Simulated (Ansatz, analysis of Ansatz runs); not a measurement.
## Reproducing a measured charge-transition level: As-vacancy pair (E centre) in Si

How near does this set-up come to the measured charge-transition level? Subject: As-vacancy pair (E centre) in Si. Set-up: LDA, 64-site cell, LDA lattice, 420 eV, k: the single point 1/4 1/4 1/4 then 2x2x2 shifted 0.5 0.5 0.5. The model is a cell of 64 host atoms with 1 site emptied and As put on another atom's site. The level is the Fermi energy at which two charge states have equal formation energy, after a correction for the images of the charge. A local or semilocal functional is the cheapest first rung.

**The experiment.** (0/-1) level below the conduction-band bottom: 0.47 eV, by DLTS (quoted in “E Center in Silicon Has a Donor Level in the Band Gap”, 2006, A. Nylandsted Larsen et al., quoting earlier work (2002)). The runs below try to reproduce this.

Calculated with Ansatz 0.2.0; plane-wave PAW DFT, LDA; relaxation of all atoms of a defect supercell.

This is a report of a sequence of runs, with most program output left out.

### 1. Set-up

The cell holds 63 atoms: 62 Si and 1 As. Cell: a = 10.804 Å, b = 10.804 Å, c = 10.804 Å, α = 90.0°, β = 90.0°, γ = 90.0°. It derives from Si (space group Fd-3m). Nearest the centre at fractional (0.375, 0.375, 0.375): As4 at 2.34 Å, Si26 at 2.34 Å, Si41 at 2.34 Å, Si48 at 2.34 Å, Si5 at 3.82 Å, Si7 at 3.82 Å, Si6 at 3.82 Å, Si13 at 3.82 Å.

The host's primitive cell comes from a first run (plane-wave PAW DFT, LDA; relaxation of the host's cell and atoms): vectors of 3.820, 3.820 and 3.820 Å. That is 19.70 Å³ an atom, 1.6 % under the diffraction cell's volume. The supercell is built on it.

### 2. Relaxation, charge 0

Every later number rests on the structure around the defect, so the atoms are relaxed at the host's lattice first.

relax0/input.yaml reads:

```yaml
relax:
  f_tol: 0.02
  max_steps: 80
  random_displacement: { amplitude: 0.12, seed: 198 }
crystal:
  lattice:
    - [10.80396092, 0.0, 0.0]
    - [0.0, 10.80396092, 0.0]
    - [0.0, 0.0, 10.80396092]
  atoms:
    - { symbol: Si, position: [0.0, 0.0, 0.25] }
    - { symbol: Si, position: [0.0, 0.25, 0.0] }
    - { symbol: Si, position: [0.25, 0.0, 0.0] }
    - { symbol: As, position: [0.25, 0.25, 0.25] }
    - { symbol: Si, position: [0.125, 0.125, 0.375] }
    - { symbol: Si, position: [0.125, 0.375, 0.125] }
    - { symbol: Si, position: [0.375, 0.125, 0.125] }
    - { symbol: Si, position: [0.0, 0.0, 0.75] }
    - { symbol: Si, position: [0.0, 0.25, 0.5] }
    - { symbol: Si, position: [0.25, 0.0, 0.5] }
    - { symbol: Si, position: [0.25, 0.25, 0.75] }
    - { symbol: Si, position: [0.125, 0.125, 0.875] }
    - { symbol: Si, position: [0.125, 0.375, 0.625] }
    - { symbol: Si, position: [0.375, 0.125, 0.625] }
    - { symbol: Si, position: [0.375, 0.375, 0.875] }
    - { symbol: Si, position: [0.0, 0.5, 0.25] }
    - { symbol: Si, position: [0.0, 0.75, 0.0] }
    - { symbol: Si, position: [0.25, 0.5, 0.0] }
    - { symbol: Si, position: [0.25, 0.75, 0.25] }
    - { symbol: Si, position: [0.125, 0.625, 0.375] }
    - { symbol: Si, position: [0.125, 0.875, 0.125] }
    - { symbol: Si, position: [0.375, 0.625, 0.125] }
    - { symbol: Si, position: [0.375, 0.875, 0.375] }
    - { symbol: Si, position: [0.0, 0.5, 0.75] }
    - { symbol: Si, position: [0.0, 0.75, 0.5] }
    - { symbol: Si, position: [0.25, 0.5, 0.5] }
    - { symbol: Si, position: [0.25, 0.75, 0.75] }
    - { symbol: Si, position: [0.125, 0.625, 0.875] }
    - { symbol: Si, position: [0.125, 0.875, 0.625] }
    - { symbol: Si, position: [0.375, 0.625, 0.625] }
    - { symbol: Si, position: [0.375, 0.875, 0.875] }
    - { symbol: Si, position: [0.5, 0.0, 0.25] }
    - { symbol: Si, position: [0.5, 0.25, 0.0] }
    - { symbol: Si, position: [0.75, 0.0, 0.0] }
    - { symbol: Si, position: [0.75, 0.25, 0.25] }
    - { symbol: Si, position: [0.625, 0.125, 0.375] }
    - { symbol: Si, position: [0.625, 0.375, 0.125] }
    - { symbol: Si, position: [0.875, 0.125, 0.125] }
    - { symbol: Si, position: [0.875, 0.375, 0.375] }
    - { symbol: Si, position: [0.5, 0.0, 0.75] }
    - { symbol: Si, position: [0.5, 0.25, 0.5] }
    - { symbol: Si, position: [0.75, 0.0, 0.5] }
    - { symbol: Si, position: [0.75, 0.25, 0.75] }
    - { symbol: Si, position: [0.625, 0.125, 0.875] }
    - { symbol: Si, position: [0.625, 0.375, 0.625] }
    - { symbol: Si, position: [0.875, 0.125, 0.625] }
    - { symbol: Si, position: [0.875, 0.375, 0.875] }
    - { symbol: Si, position: [0.5, 0.5, 0.25] }
    - { symbol: Si, position: [0.5, 0.75, 0.0] }
    - { symbol: Si, position: [0.75, 0.5, 0.0] }
    - { symbol: Si, position: [0.75, 0.75, 0.25] }
    - { symbol: Si, position: [0.625, 0.625, 0.375] }
    - { symbol: Si, position: [0.625, 0.875, 0.125] }
    - { symbol: Si, position: [0.875, 0.625, 0.125] }
    - { symbol: Si, position: [0.875, 0.875, 0.375] }
    - { symbol: Si, position: [0.5, 0.5, 0.75] }
    - { symbol: Si, position: [0.5, 0.75, 0.5] }
    - { symbol: Si, position: [0.75, 0.5, 0.5] }
    - { symbol: Si, position: [0.75, 0.75, 0.75] }
    - { symbol: Si, position: [0.625, 0.625, 0.875] }
    - { symbol: Si, position: [0.625, 0.875, 0.625] }
    - { symbol: Si, position: [0.875, 0.625, 0.625] }
    - { symbol: Si, position: [0.875, 0.875, 0.875] }
  host:
    repeats: [2, 2, 2]
    atoms:
      - { symbol: Si, position: [0.0, 0.0, 0.5] }
      - { symbol: Si, position: [0.0, 0.5, 0.0] }
      # ... 6 more atoms of the perfect host
basis:
  ecutwfc: 420
  xc_grid: 2
hamiltonian:
  xc: lda
kpoints:
  mp_grid: { grid: [1, 1, 1], shift: [0.25, 0.25, 0.25] }
magnetization:
  spin_polarized: true
  initial_magnetization: 1
  spin_locking: { lock_magnetization: hard }
scf:
  occupations: { method: fermi_dirac, width: 0.01 }
  max_iter: 120
output:
  forces: true
  charged_corrections:
    epsilon: 13.26
    static_epsilon: 13.26
    defect_position: [0.3125, 0.3125, 0.3125]
checkpoint:
  write: "../relax0.run"
  compress: false
  write_wavefunctions: true
  write_every: 100000
```

Command:

```bash
$ ansatz run input.yaml --threads 2 --pin off --max-ram 4710MiB --backend cpu --events-out ev --progress --plain --runs-dir out
```

It took 5.7 min on 2 threads of Arm Neoverse V2, shared host; peak memory 2.6 GiB.

Step by step:

```csv
step,energy less that of the first step (eV),largest force component (eV/Å)
1,0.0000,2.9511
2,-5.7184,0.9452
3,-6.2341,0.4451
4,-6.3845,0.1272
5,-6.3775,0.1773
6,-6.3996,0.0332
7,-6.4015,0.0274
8,-6.4023,0.0177
```

Relaxation step 5 was tried and not accepted.

The atoms that moved most (Å, from the sites as typed, ahead of the random displacement, the mean shift of all atoms taken out):

```csv
atom,dx,dy,dz,length
As4,0.203,0.184,0.207,0.344
Si48,-0.197,-0.036,0.227,0.303
Si26,0.221,-0.030,-0.194,0.295
Si37,-0.124,0.008,0.124,0.176
Si13,0.122,0.008,-0.123,0.173
Si41,-0.081,0.078,-0.087,0.142
Si6,0.028,-0.056,0.028,0.069
Si50,-0.048,-0.017,0.046,0.069
```

Neighbours of the ideal centre at the end:

```csv
atom,distance (Å)
As4,1.996
Si48,2.067
Si26,2.092
Si41,2.203
Si37,3.634
Si13,3.657
Si22,3.754
Si20,3.768
Si6,3.776
Si45,3.782
Si7,3.785
Si52,3.786
Si36,3.793
Si30,3.797
Si14,3.799
Si5,3.799
```

Numbers from this step:

```yaml
free_energy: -42507.3306 eV
total_moment: 1 μB
integral_of_the_absolute_spin_density: 1.070 μB
spin_contamination: 0.002145
```

The relaxation ends 102 meV an atom lower than the displaced start, with a largest force component of 0.018 eV/Å.

### 3. Relaxation, charge −1

The input displaces the atoms at random before the relaxation, so that it can leave a symmetric saddle if there is one.

relax1/input.yaml reads:

```yaml
relax:
  f_tol: 0.02
  max_steps: 80
  random_displacement: { amplitude: 0.12, seed: 198 }
crystal:
  lattice:
    - [10.80396092, 0.0, 0.0]
    - [0.0, 10.80396092, 0.0]
    - [0.0, 0.0, 10.80396092]
  atoms:
    - { symbol: Si, position: [0.0, 0.0, 0.25] }
    - { symbol: Si, position: [0.0, 0.25, 0.0] }
[... 1 atom line left out ...]
    - { symbol: As, position: [0.25, 0.25, 0.25] }
    - { symbol: Si, position: [0.125, 0.125, 0.375] }
    - { symbol: Si, position: [0.125, 0.375, 0.125] }
    - { symbol: Si, position: [0.375, 0.125, 0.125] }
[... 5 atom lines left out ...]
    - { symbol: Si, position: [0.125, 0.375, 0.625] }
    - { symbol: Si, position: [0.375, 0.125, 0.625] }
[... 5 atom lines left out ...]
    - { symbol: Si, position: [0.125, 0.625, 0.375] }
[... 1 atom line left out ...]
    - { symbol: Si, position: [0.375, 0.625, 0.125] }
[... 3 atom lines left out ...]
    - { symbol: Si, position: [0.25, 0.5, 0.5] }
[... 9 atom lines left out ...]
    - { symbol: Si, position: [0.625, 0.125, 0.375] }
[... 4 atom lines left out ...]
    - { symbol: Si, position: [0.5, 0.25, 0.5] }
[... 6 atom lines left out ...]
    - { symbol: Si, position: [0.5, 0.5, 0.25] }
[... 14 atom lines left out ...]
    - { symbol: Si, position: [0.875, 0.875, 0.875] }
  host:
    repeats: [2, 2, 2]
    atoms:
      - { symbol: Si, position: [0.0, 0.0, 0.5] }
      - { symbol: Si, position: [0.0, 0.5, 0.0] }
      # ... 6 more atoms of the perfect host
total_charge: -1
basis:
  ecutwfc: 420
  xc_grid: 2
hamiltonian:
  xc: lda
kpoints:
  mp_grid: { grid: [1, 1, 1], shift: [0.25, 0.25, 0.25] }
scf:
  occupations: { method: fermi_dirac, width: 0.01 }
  max_iter: 120
output:
  forces: true
  charged_corrections:
    epsilon: 13.26
    static_epsilon: 13.26
    defect_position: [0.3125, 0.3125, 0.3125]
checkpoint:
  write: "../relax1.run"
  compress: false
  write_wavefunctions: true
  write_every: 100000
```

The job ended after 3.6 min (2 threads; peak memory 1.5 GiB).

Relaxation path:

```csv
step,energy less that of the first step (eV),largest force component (eV/Å)
1,0.0000,2.9482
2,-5.6048,1.1019
3,-6.3928,0.1684
4,-6.4211,0.0871
5,-6.4245,0.0510
6,-6.4298,0.0762
7,-6.3705,0.5865
8,-6.4404,0.1003
9,-6.4608,0.1373
10,-6.4776,0.2293
11,-6.4987,0.2115
12,-6.5160,0.0876
13,-6.4262,0.4363
14,-6.5236,0.0333
15,-6.5245,0.0147
```

Relaxation steps 7, 13 were tried and not accepted.

The atoms that moved most (Å, from the sites as typed, ahead of the random displacement, the mean shift of all atoms taken out):

```csv
atom,dx,dy,dz,length
Si26,0.356,-0.021,-0.359,0.505
Si48,-0.356,-0.016,0.350,0.499
As4,0.215,0.191,0.215,0.359
Si13,0.201,0.032,-0.197,0.283
Si37,-0.197,0.034,0.200,0.283
Si41,-0.172,0.079,-0.166,0.252
Si45,-0.071,-0.094,-0.070,0.137
Si24,0.075,-0.038,-0.076,0.113
```

Neighbours of the ideal centre at the end:

```csv
atom,distance (Å)
Si48,1.931
Si26,1.938
As4,1.980
Si41,2.106
Si37,3.529
Si13,3.549
Si45,3.725
Si22,3.752
Si20,3.757
Si52,3.764
Si30,3.772
Si7,3.776
Si5,3.785
Si6,3.788
Si36,3.808
```

Read from the output:

- free energy: -42500.8337 eV

The relaxation ends 104 meV an atom lower than the displaced start, with a largest force component of 0.015 eV/Å.

### 4. Single point, charge 0

The relaxed structure is kept, and the final numbers are taken at the final level and k-points.

This step: plane-wave PAW DFT, LDA; single point of a defect supercell.

point0/input.yaml reads:

```yaml
crystal:
  lattice:
    - [10.80396092, 0.0, 0.0]
    - [0.0, 10.80396092, 0.0]
    - [0.0, 0.0, 10.80396092]
  atoms:
    - { symbol: Si, position: [-0.001565508, 0.00066326, 0.249333136] }
    - { symbol: Si, position: [2.7482e-05, 0.248824972, 0.001263277] }
[... 1 atom line left out ...]
    - { symbol: As, position: [0.268398311, 0.266547273, 0.270132245] }
[... 1 atom line left out ...]
    - { symbol: Si, position: [0.127212531, 0.369355712, 0.128561014] }
    - { symbol: Si, position: [0.36972373, 0.126300409, 0.128336174] }
[... 5 atom lines left out ...]
    - { symbol: Si, position: [0.135863084, 0.375241859, 0.614531631] }
[... 6 atom lines left out ...]
    - { symbol: Si, position: [0.129062271, 0.622312342, 0.373629152] }
[... 1 atom line left out ...]
    - { symbol: Si, position: [0.37228501, 0.622055107, 0.130700399] }
[... 3 atom lines left out ...]
    - { symbol: Si, position: [0.270034316, 0.496761295, 0.482984108] }
[... 10 atom lines left out ...]
    - { symbol: Si, position: [0.613090519, 0.37528052, 0.137394603] }
[... 3 atom lines left out ...]
    - { symbol: Si, position: [0.492093299, 0.256733397, 0.492879899] }
[... 3 atom lines left out ...]
    - { symbol: Si, position: [0.621894307, 0.371495951, 0.623105928] }
[... 2 atom lines left out ...]
    - { symbol: Si, position: [0.481326447, 0.496195103, 0.271990948] }
[... 3 atom lines left out ...]
    - { symbol: Si, position: [0.621996211, 0.623511066, 0.377130821] }
[... 10 atom lines left out ...]
    - { symbol: Si, position: [0.874236919, 0.874285938, 0.875419966] }
  host:
    repeats: [2, 2, 2]
    atoms:
      - { symbol: Si, position: [0.0, 0.0, 0.5] }
      - { symbol: Si, position: [0.0, 0.5, 0.0] }
      # ... 6 more atoms of the perfect host
basis:
  ecutwfc: 420
  xc_grid: 2
hamiltonian:
  xc: lda
kpoints:
  mp_grid: { grid: [2, 2, 2], shift: [0.5, 0.5, 0.5] }
magnetization:
  spin_polarized: true
  initial_magnetization: 1
  spin_locking: { lock_magnetization: hard }
scf:
  occupations: { method: fermi_dirac, width: 0.01 }
  max_iter: 120
output:
  forces: true
  charged_corrections:
    epsilon: 13.26
    static_epsilon: 13.26
    defect_position: [0.3125, 0.3125, 0.3125]
  eigenvalues: true
checkpoint:
  write: "../point0.run"
  compress: false
  write_wavefunctions: true
  write_every: 100000
```

Wall time 4.1 min (2 threads); peak memory 3.2 GiB; 8 min of CPU time.

Read from the output:

| Property | Result |
| --- | --- |
| free energy | -42506.9876 eV |
| smearing term TS | 0.001140 eV |
| total moment | 1 μB |
| integral of the absolute spin density | 1.015 μB |
| spin contamination | 0.002767 |

### 5. Single point, charge −1

This step: plane-wave PAW DFT, LDA; single point of a defect supercell.

point1/input.yaml reads:

```yaml
crystal:
  lattice:
    - [10.80396092, 0.0, 0.0]
    - [0.0, 10.80396092, 0.0]
    - [0.0, 0.0, 10.80396092]
  atoms:
    - { symbol: Si, position: [-0.002417464, 0.002287903, 0.250123247] }
    - { symbol: Si, position: [-0.000418151, 0.249269785, 0.001024501] }
[... 1 atom line left out ...]
    - { symbol: As, position: [0.269502392, 0.26726184, 0.270810479] }
[... 2 atom lines left out ...]
    - { symbol: Si, position: [0.370817279, 0.126345575, 0.129387076] }
[... 5 atom lines left out ...]
    - { symbol: Si, position: [0.143186016, 0.377495903, 0.607724447] }
[... 6 atom lines left out ...]
    - { symbol: Si, position: [0.131362212, 0.623124093, 0.372510487] }
[... 1 atom line left out ...]
    - { symbol: Si, position: [0.37130821, 0.623461468, 0.132388053] }
[... 3 atom lines left out ...]
    - { symbol: Si, position: [0.2824968, 0.497557843, 0.467751209] }
[... 3 atom lines left out ...]
    - { symbol: Si, position: [0.376232529, 0.622928027, 0.620845199] }
[... 6 atom lines left out ...]
    - { symbol: Si, position: [0.606363257, 0.377647964, 0.144449994] }
[... 3 atom lines left out ...]
    - { symbol: Si, position: [0.483641903, 0.2568489, 0.485589135] }
[... 3 atom lines left out ...]
    - { symbol: Si, position: [0.617983161, 0.365852705, 0.619432376] }
[... 2 atom lines left out ...]
    - { symbol: Si, position: [0.46666237, 0.498077173, 0.283352081] }
[... 3 atom lines left out ...]
    - { symbol: Si, position: [0.619657091, 0.623059895, 0.377543719] }
[... 10 atom lines left out ...]
    - { symbol: Si, position: [0.874401468, 0.874317041, 0.875766875] }
  host:
    repeats: [2, 2, 2]
    atoms:
      - { symbol: Si, position: [0.0, 0.0, 0.5] }
      - { symbol: Si, position: [0.0, 0.5, 0.0] }
      # ... 6 more atoms of the perfect host
total_charge: -1
basis:
  ecutwfc: 420
  xc_grid: 2
hamiltonian:
  xc: lda
kpoints:
  mp_grid: { grid: [2, 2, 2], shift: [0.5, 0.5, 0.5] }
scf:
  occupations: { method: fermi_dirac, width: 0.01 }
  max_iter: 120
output:
  forces: true
  charged_corrections:
    epsilon: 13.26
    static_epsilon: 13.26
    defect_position: [0.3125, 0.3125, 0.3125]
  eigenvalues: true
checkpoint:
  write: "../point1.run"
  compress: false
  write_wavefunctions: true
  write_every: 100000
```

The job ended after 98 s (2 threads; peak memory 2.7 GiB; 3.2 min of CPU time).

Read from the output:

```
free energy : -42500.6723 eV
```

### 6. Charge-transition levels

A charged cell feels its images and has its own zero of potential; this step corrects both and places the level between the host's band edges.

This step: place-levels on LDA runs: charge-transition levels with image-charge correction and potential alignment at the atomic sites.

levels.yaml reads:

```yaml
host:
  run: host.point.run
  levels_from: { run: edges.run }
states: [point0.run, point1.run]
geometry_from:
  point0.run: relax0.run
  point1.run: relax1.run
  host.point.run: host.relax.run
```

Command:

```bash
$ ansatz place-levels levels.yaml -- --threads 2 --pin off --max-ram 4710MiB
```

It took 0.14 s on 2 threads.

Numbers from this step:

| Item | Value |
| --- | --- |
| gap | 0.4279 eV |

### 7. Results

```yaml
static_dielectric_constant_used: 13.3
band_gap_of_the_host: 0.43 eV
0_minus_1_level_below_the_conduction_band_bottom: 0.10 eV
time_of_the_whole_chain: 16 min on 2 threads
```

In words: (0/-1) level below the conduction-band bottom: computed 0.10 eV, measured 0.47 eV; 0.37 eV shallower than the measurement. The level is counted in a gap of 0.43 eV, and the correction is screened by a dielectric constant of 13.3 from a linear-response run on the host (LDA). Levels hang on the band edges, which semilocal functionals place too close together.

[Logs are printed without paths, hosts, clocks, repeated set-up lines and the standing remarks that a program may print on its own settings, such as how far it seeks lower states.]

[Hosts, paths, dates, database ids (printed as entryN), source tags and the programs' standing remarks are cut or masked in the printed files.]

[For some hosts the program warned that the k-mesh of the response run may be too coarse for force constants and the static dielectric constant; such warnings are not shown here.]
